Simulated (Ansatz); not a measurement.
# Cl (bcc type): how the settings move a single-point run

How sensitive is a single-point run of Cl (bcc type) to its settings? A reference run comes first, then one run with altered input.

Program: Ansatz 0.2.0. Level of theory: reference: DFT, PBE, PAW with Ansatz's default frozen-core files, scalar-relativistic. These are calculated values, not measurements.

1 further run of the same task is left out (set aside as unsound or not needed).

## 1. The starting structure

The structure is cubic, space group Im-3m (No. 229). Conventional cell: a = 2.585 Å, b = 2.585 Å, c = 2.585 Å, α = 90.00°, β = 90.00°, γ = 90.00°. Cl (site symmetry m-3m) is surrounded by 8 Cl at 2.24 Å.

Coordinates:

```cif
data_structure
_symmetry_space_group_name_H-M 'P 1'
_symmetry_Int_Tables_number 1
_cell_length_a 2.2390
_cell_length_b 2.2390
_cell_length_c 2.2390
_cell_angle_alpha 109.471
_cell_angle_beta 109.471
_cell_angle_gamma 109.471
_cell_volume 8.64
loop_
_atom_site_label
_atom_site_type_symbol
_atom_site_fract_x
_atom_site_fract_y
_atom_site_fract_z
_atom_site_occupancy
Cl1 Cl 0.00000 0.00000 0.00000 1
```

## 2. Reference

The input, input.yaml:

```yaml
crystal:
  lattice:
    - [-1.2926733387, 1.2926733387, 1.2926733387]
    - [1.2926733387, -1.2926733387, 1.2926733387]
    - [1.2926733387, 1.2926733387, -1.2926733387]
  atoms:
    - { symbol: Cl, position: [0.0, 0.0, 0.0] }
kpoints:
  mp_grid: { grid: [17, 17, 17] }
scf:
  occupations: { method: fermi_dirac, width: 0.1 }
hamiltonian:
  xc: pbe
  pseudopotentials: { kind: paw, partial_waves: polarizable }
output:
  forces: true
  stress: true
  eigenvalues: true
```

Launch:

```console
ansatz run input.yaml --threads 1 --pin off --max-ram 2048MiB --backend cpu --events-out ev --progress --plain --runs-dir out
```

The main lines of its log:

```text
[...]
Basis set: ecut = 420 eV, 177 PW (Γ), exchange–correlation on 30×30×30 points (8 copies of the dense FFT grid, shifted against one another)
[...]
k-points: 165 of 4913
[...]
SCF iter   1: F=—  HF=-1074.419083 eV  |F-HF|=—  |Δ(HF+E_count)|=         —  Δρ=2.66e-2  dr2=3.97e-2  ethr=1.77e-3  ⟨swp⟩=5.3  Hψ=10735  notcnv=0
preconditioner: auto → none  [metal: Δε(μ)=0.023 eV  Ē_g=22.728 eV  σ=0.100 eV  W_gap=0.06  n_scr=0 (ndim 8)  ℏωp=33.4 eV  f_vac=0.000  D(μ)=0.56/eV (n_scr^D=0)]
SCF iter   2: F=—  HF=-1074.405292 eV  |F-HF|=—  |Δ(HF+E_count)|=   1.38e-2  Δρ=9.91e-3  dr2=4.78e-3  ethr=5.67e-4  ⟨swp⟩=2.0  Hψ=3325  notcnv=0  defer=5
[...]
SCF iter   5: F=-1074.405686 eV  HF=-1074.405686 eV  |F-HF|=4.68e-9  |Δ(HF+E_count)|=   5.69e-8  Δρ=6.79e-6  dr2=9.38e-10  ethr=4.11e-9  ⟨swp⟩=2.2  Hψ=1917  notcnv=0  defer=5
SCF iter   6: F=-1074.405686 eV  HF=-1074.405686 eV  |F-HF|=4.55e-13  |Δ(HF+E_count)|=   4.80e-9  Δρ=3.43e-7  dr2=5.38e-12  ethr=1.34e-11  ⟨swp⟩=1.2  Hψ=3969  notcnv=0
[...]
SCF converged after 6 iterations
Free energy (F): -1074.405686 eV
[...]
E sigma→0 (E₀):  -1074.396636 eV
[...]
Fermi energy:    21.952853 eV
[...]
  P = ⅓ Tr σ = 237.8191 GPa (2378.191 kbar)
[...]
```

Run time: 1.1 s. Hardware: 1 thread of Arm Neoverse V1, shared host; peak memory 0.26 GiB.

## 3. Changed: n_extra_bands 8, xc r2scan, ecutwfc 29.4 Ry

input.yaml: that of step 2 with these lines changed.

```diff
@@ -11,4 +11,5 @@
   occupations: { method: fermi_dirac, width: 0.1 }
+  n_extra_bands: 8
 hamiltonian:
-  xc: pbe
+  xc: r2scan
   pseudopotentials: { kind: paw, partial_waves: polarizable }
@@ -18 +19,3 @@
   eigenvalues: true
+basis:
+  ecutwfc: "29.4 Ry"
```

Launch:

```console
ansatz run input.yaml --threads 1 --pin off --max-ram 2048MiB --backend cpu --events-out ev --progress --plain --runs-dir out
```

The log of the run (excerpt; [...] marks lines left out):

```text
Warning: basis.ecutwfc = 400.00737781602356 eV is below the records' recommended 500 eV, and the density's cutoff is lower with it unless basis.ecutrho_ratio is high enough to keep the records' density cutoff: compare with a run at a higher cutoff
scf.n_extra_bands = 8 over 4 filled bands (N_el = 7.0): the run solves 12 bands
[...]
Pseudopotentials: kind: paw
Pseudopotential: Cl, paw, valence charge 7, recommended cutoff 500 eV (meta_gga)
Functional definition: r2SCAN
[...]
Crystal: 1 atoms, lattice volume = 8.640 Å³
Basis set: ecut = 400.00737781602356 eV, 141 PW (Γ), exchange–correlation on 60×60×60 points (64 copies of the dense FFT grid, shifted against one another)
Bands: 12, of which v1, the nominal top of the filled ones, is band 4 counted from 1 (3 counted from 0)
Symmetry: 48 space group operations
Space group: Im-3m (ITA 229), of the structure as read, at distance tolerance 2.1e-5 Å
k-points: 165 of 4913
[...]
Partial waves of Cl: polarizable
SCF iter   1: F=—  HF=-1078.307184 eV  |F-HF|=—  |Δ(HF+E_count)|=         —  Δρ=2.73e-2  dr2=4.34e-2  dr2_τ=4.83e-2  ethr=1.77e-3  ⟨swp⟩=5.3  Hψ=13209  notcnv=0  defer=25
[...]
SCF iter   6: F=-1078.334907 eV  HF=-1078.334907 eV  |F-HF|=5.71e-10  |Δ(HF+E_count)|=   2.08e-8  Δρ=5.18e-6  dr2=1.28e-9  dr2_τ=4.91e-11  ethr=3.14e-10  ⟨swp⟩=5.3  Hψ=9011  notcnv=0
[...]
SCF converged after 6 iterations
Free energy (F): -1078.334907 eV
[...]
E sigma→0 (E₀):  -1078.325846 eV
Entropy (-TS):   -0.018123 eV (-18.123 meV/atom)
Fermi energy:    21.909968 eV
[...]
--- Forces (eV/Å), atoms counted from 1 ---
  atom   1  Cl    -0.00000000     0.00000000     0.00000000
[...]
--- Stress (GPa, compression-positive) ---
      248.911805      -0.000000       0.000000
        0.000000     248.911805      -0.000000
       -0.000000       0.000000     248.911805
  P = ⅓ Tr σ = 248.9118 GPa (2489.118 kbar)
--- Band table (eV; the first three rows and the last of 165) ---
  k-point 0: bands = ["-6.4606", "25.4918", "25.4918", "25.4918", "33.9741", "33.9741", "33.9741", "39.8296", "39.8296", "47.3131", "48.9136", "48.9136"]
[...]
```

Wall time 1.8 s (1 thread of Arm Neoverse V1, shared host); peak memory 0.28 GiB.

A change of functional puts the total energy on another scale; the pressure goes from 237.8 to 248.9 GPa. The cutoff changed too. The cutoff is under what these potentials recommend, as the log warns, so basis error is mixed in. Cost: 1.8 s against 1.1 s.

## 4. Side by side

| run | ending | energy change | pressure (GPa) | gap (eV) | force (eV/Å) | cycles | time |
| --- | --- | --- | --- | --- | --- | --- | --- |
| reference | converged | - | 237.8 | 0.00 | 0.00 | 6 | 1.1 s |
| 1: n_extra_bands 8, xc r2scan, ecutwfc 29.4 Ry | converged | not comparable | 248.9 | 0.00 | 0.00 | 6 | 1.8 s |

Residual by cycle in the longest SCF loop of each run; runs are numbered as in the table. The quantity is the density residual dr2, in eV.

| cycle | reference | run 1 |
| --- | --- | --- |
| 1 | 0.0397 | 0.0434 |
| 2 | 0.00478 | 0.00356 |
| 3 | 2.8e-5 | 9.1e-5 |
| 4 | 2.9e-7 | 2.8e-6 |
| 5 | 9.4e-10 | 2.2e-8 |
| 6 | 5.4e-12 | 1.3e-9 |

A change of functional puts the total energy on another scale; the pressure goes from 237.8 to 248.9 GPa. The cutoff changed too. The cutoff is under what these potentials recommend, as the log warns, so basis error is mixed in. Cost: 1.8 s against 1.1 s. Run 1 ran under the cutoff that the potentials recommend, as the log warns, so basis error is mixed into its values. The structure is not at rest: the sound run finds 238 GPa, so these are no properties of the relaxed crystal. 
